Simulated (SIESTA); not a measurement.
# GaN (P6_3mc) in SIESTA: further runs, part 3 of 3

SIESTA 5.4.2. Earlier steps stand in the parts before.

### 12 Equation of state, PBE

Potentials or basis: PseudoDojo 0.5 standard (PBE files), DZP (energy shift 0.002 Ry; radii capped at 9.5 bohr).

No new run: the results of the series are fitted here.

What came out:

- Equilibrium volume: 11.99 Å³/atom (rough: see the caveat)
- Bulk modulus at fixed shape and positions: 168 GPa (rough)

Energy against volume, from the lowest point:
| volume (Å³/atom) | energy (meV/atom) |
| --- | --- |
| 10.632 | 101.52 |
| 10.858 | 67.83 |
| 11.084 | 41.84 |
| 11.310 | 22.84 |
| 11.537 | 9.77 |
| 11.763 | 2.34 |
| 11.989 | 0.00 |

Caveat: the minimum lies outside the volumes run; semicore shells carry a single zeta, which can move pressures by several GPa and volumes by a few percent; the cell was scaled at fixed shape and fractional positions, which overstates the stiffness of a crystal with free parameters, most of all of layers and chains; the basis of atomic orbitals isn't converged, which shifts pressures, moduli and gaps.

### 13 Band structure, PBE

Contents of GaN.fdf:

```
SystemName                      GaN
SystemLabel                     GaN
NumberOfSpecies                 2
NumberOfAtoms                   4
%block ChemicalSpeciesLabel
  1  31 Ga
  2   7 N
%endblock ChemicalSpeciesLabel

LatticeConstant                 1.0 Ang
%block LatticeVectors
     3.1800000000     0.0000000000     0.0000000000
    -1.5900000000     2.7539607840     0.0000000000
     0.0000000000     0.0000000000     5.1660000000
%endblock LatticeVectors
AtomicCoordinatesFormat         Fractional
%block AtomicCoordinatesAndAtomicSpecies
     0.6666666667     0.3333333333     0.5000000000  1  Ga
     0.3333333333     0.6666666667     0.0000000000  1  Ga
     0.6666666667     0.3333333333     0.8750000000  2  N
     0.3333333333     0.6666666667     0.3750000000  2  N
%endblock AtomicCoordinatesAndAtomicSpecies

%block kgrid.MonkhorstPack
   10   0   0  0.0
    0  10   0  0.0
    0   0   5  0.0
%endblock kgrid.MonkhorstPack
XC.Functional                   GGA
XC.Authors                      PBE
PAO.BasisSize                   DZP
PAO.EnergyShift                 0.002 Ry
Mesh.Cutoff                     800 Ry
OccupationFunction              FD
ElectronicTemperature           0.05 eV
MaxSCFIterations                120
SCF.MustConverge                false
SCF.Mixer.Method                Pulay
SCF.Mixer.Weight                0.25
SCF.Mixer.History               8
SCF.DM.Tolerance                5.0e-05
SCF.H.Tolerance                 1.0e-03 eV
WriteForces                     true
Charge.Mulliken                 end
BandLinesScale                  ReciprocalLatticeVectors
%block BandLines
    1    0.000000   0.000000   0.000000  \Gamma
   11    0.500000   0.000000   0.000000  M
    7    0.333333   0.333333   0.000000  K
   13    0.000000   0.000000   0.000000  \Gamma
    6    0.000000   0.000000   0.500000  A
   11    0.500000   0.000000   0.500000  L
    7    0.333333   0.333333   0.500000  H
   13    0.000000   0.000000   0.500000  A
    1    0.500000   0.000000   0.500000  L
    6    0.500000   0.000000   0.000000  M
    1    0.333333   0.333333   0.000000  K
    6    0.333333   0.333333   0.500000  H
%endblock BandLines
%block PAO.Basis
  Ga 6
  n=3 0 1
    2.240
  n=4 0 2
    6.020 0.000
  n=3 1 1
    2.486
  n=4 1 2
    9.500 0.000
  n=3 2 1
    3.752
  n=4 2 1
    9.500
%endblock PAO.Basis
```

Potentials or basis: PseudoDojo 0.4 stringent (PBE files), DZP (energy shift 0.002 Ry; radii capped at 9.5 bohr).

On the command line:

```sh
$ siesta GaN.fdf > GaN.out 2>&1
```

Run time: 3.8 min. Hardware: 1 thread of Arm Neoverse V1, shared host; peak memory 0.5 GiB.

It converged, with:

| Quantity | Value |
| --- | --- |
| Free energy | -14079.0220 eV |
| Pressure | 5.3 GPa |
| Largest force | 0.156 eV/Å |
| Band gap on the k mesh | 2.57 eV, direct |
| Band gap along the path | 2.51 eV, indirect (least direct gap 2.53 eV) |

Forces on the atoms (eV/Å):
```
Ga   0.000  0.000 -0.156
Ga   0.000  0.000 -0.156
N    0.000  0.000  0.154
N    0.000  0.000  0.154
```

Stress tensor (GPa, compression positive):
```
4.40 0.00 0.00
0.00 4.40 0.00
0.00 0.00 7.13
```

Levels at the corners of the path, in eV from the valence-band top:
```csv
point,band 23,band 24,band 25,band 26,band 27,band 28,band 29,band 30
Γ,-1.06,-0.01,0.00,0.00,2.57,4.72,9.67,9.88
M,-4.31,-2.83,-2.30,-0.98,5.41,5.82,6.28,9.17
K,-5.34,-3.09,-3.09,-2.76,5.14,8.50,8.50,8.74
Γ,-1.06,-0.01,0.00,0.00,2.57,4.72,9.67,9.88
A,-0.53,-0.53,-0.53,-0.53,4.50,4.50,9.10,9.10
L,-1.99,-1.99,-1.96,-1.96,4.61,4.61,8.46,8.46
H,-4.28,-4.28,-1.52,-1.52,6.88,6.88,7.57,7.57
A,-0.53,-0.53,-0.53,-0.53,4.50,4.50,9.10,9.10
L,-1.99,-1.99,-1.96,-1.96,4.61,4.61,8.46,8.46
M,-4.31,-2.83,-2.30,-0.98,5.41,5.82,6.28,9.17
K,-5.34,-3.09,-3.09,-2.76,5.14,8.50,8.50,8.74
H,-4.28,-4.28,-1.52,-1.52,6.88,6.88,7.57,7.57
```

Caveat: semicore shells carry a single zeta, which can move pressures by several GPa and volumes by a few percent; the valence orbitals were made in a potential fitted to the semicore shell under them, which widens gaps by tenths of an eV or more; the basis of atomic orbitals isn't converged, which shifts pressures, moduli and gaps.

### 14 For comparison

An earlier run on the cell as given: functional PBE; potentials or basis PseudoDojo 0.4 standard (PBE files); basis DZP (energy shift 0.002 Ry; radii capped at 9.5 bohr); grid cutoff 800 Ry; energy shift 0.002 Ry; k mesh 10 × 10 × 5; occupations fermi-dirac, width 0.05 eV; no spin polarisation.

- Pressure: 11.3 GPa
- Largest force: 0.131 eV/Å
- Band gap on the k mesh: 1.99 eV, direct

### 15 Summary

| task | level | potentials or basis | spin | k mesh | broadening (eV) | window to (eV) | polarisation | direction | optical mesh offset | gap on the mesh (eV) | pressure (GPa) | largest force (eV/Å) |
| --- | --- | --- | --- | --- | --- | --- | --- | --- | --- | --- | --- | --- |
| band structure | LDA | PseudoDojo 0.4 standard (PBE files, fully relativistic), DZP (energy shift 0.002 Ry; radii capped at 9.5 bohr) | non-collinear, zero start, SOC | 8 × 8 × 4 | - | - | - | - | - | 1.79 | 0.4 | 0.11 |
| optical spectrum | PBE | PseudoDojo 0.4 standard (PBE files), TZP (energy shift 0.002 Ry; radii capped at 9.5 bohr) | off | 8 × 8 × 4 | 0.3 eV | 40 eV | unpolarized | 0.0 0.0 1.0 | true | 1.98 | 10.7 | 0.12 |
| optical spectrum | LDA | PseudoDojo 0.4 standard (LDA files), DZP (energy shift 0.002 Ry; radii capped at 9.5 bohr) | off | 8 × 8 × 4 | 0.2 eV | 40 eV | unpolarized | 0.0 0.0 1.0 | true | 2.03 | -0.5 | 0.12 |
| equation of state | PBE | PseudoDojo 0.5 standard (PBE files), DZP (energy shift 0.002 Ry; radii capped at 9.5 bohr) | off | 10 × 10 × 5 | - | - | - | - | - | - | - | - |
| band structure | PBE | PseudoDojo 0.4 stringent (PBE files), DZP (energy shift 0.002 Ry; radii capped at 9.5 bohr) | off | 10 × 10 × 5 | - | - | - | - | - | 2.57 | 5.3 | 0.16 |
| single point | PBE | PseudoDojo 0.4 standard (PBE files), DZP (energy shift 0.002 Ry; radii capped at 9.5 bohr) | off | 10 × 10 × 5 | - | - | - | - | - | 1.99 | 11.3 | 0.13 |

Alike in all rows: cell as given; smearing fermi-dirac 0.05 eV; grid cutoff 800 Ry; energy shift 0.002 Ry.

Caveats: semicore shells carry a single zeta, which can move pressures by several GPa and volumes by a few percent; the basis of atomic orbitals isn't converged, which shifts pressures, moduli and gaps; the basis holds too few empty states to meet the f-sum rule, so the spectrum is short of weight at high energy (some runs); spectra need much finer meshes, so this one isn't converged (some runs); independent-particle spectra lack excitons (some runs); the potentials were made for another functional, which shifts forces and pressure (some runs); the minimum lies outside the volumes run (some runs).

Absolute energies hang on the potentials; compare differences alone.

### 16 Against experiment

Step 2. Measured gap of GaN: 3.503 eV (direct; quoted in “Studying electronic properties in GaN without electrical contacts using γ-γ vs e−-γ Perturbed Angular Correlations”, 2019, pmc:6823545). This calculation gives 1.79 eV (-1.71 eV). The value is that of LDA in an atomic basis (PseudoDojo 0.4 standard (PBE files, fully relativistic), DZP (energy shift 0.002 Ry; radii capped at 9.5 bohr)), whose error adds to the functional's,, without temperature or zero-point motion. Semilocal functionals fall short of measured gaps as a rule.

Step 3. Measured gap of GaN: 3.503 eV (direct; quoted in “Studying electronic properties in GaN without electrical contacts using γ-γ vs e−-γ Perturbed Angular Correlations”, 2019, pmc:6823545). This calculation gives 1.98 eV (-1.52 eV). Spin-orbit coupling on Ga is left out. The value is that of PBE in an atomic basis (PseudoDojo 0.4 standard (PBE files), TZP (energy shift 0.002 Ry; radii capped at 9.5 bohr)), whose error adds to the functional's, on a finite k mesh, which can miss the band edges, without temperature or zero-point motion. Semilocal functionals fall short of measured gaps as a rule.

Step 4. Measured gap of GaN: 3.503 eV (direct; quoted in “Studying electronic properties in GaN without electrical contacts using γ-γ vs e−-γ Perturbed Angular Correlations”, 2019, pmc:6823545). This calculation gives 2.03 eV (-1.48 eV). Spin-orbit coupling on Ga is left out. The value is that of LDA in an atomic basis (PseudoDojo 0.4 standard (LDA files), DZP (energy shift 0.002 Ry; radii capped at 9.5 bohr)), whose error adds to the functional's, on a finite k mesh, which can miss the band edges, without temperature or zero-point motion. Semilocal functionals fall short of measured gaps as a rule.

Step 13. A measured gap of GaN is 3.503 eV (direct; quoted in “Studying electronic properties in GaN without electrical contacts using γ-γ vs e−-γ Perturbed Angular Correlations”, 2019, pmc:6823545); the calculated 2.51 eV misses it by -1.00 eV. Spin-orbit coupling on Ga is left out. The value is that of PBE in an atomic basis (PseudoDojo 0.4 stringent (PBE files), DZP (energy shift 0.002 Ry; radii capped at 9.5 bohr)), whose error adds to the functional's,, without temperature or zero-point motion. Semilocal functionals fall short of measured gaps as a rule.
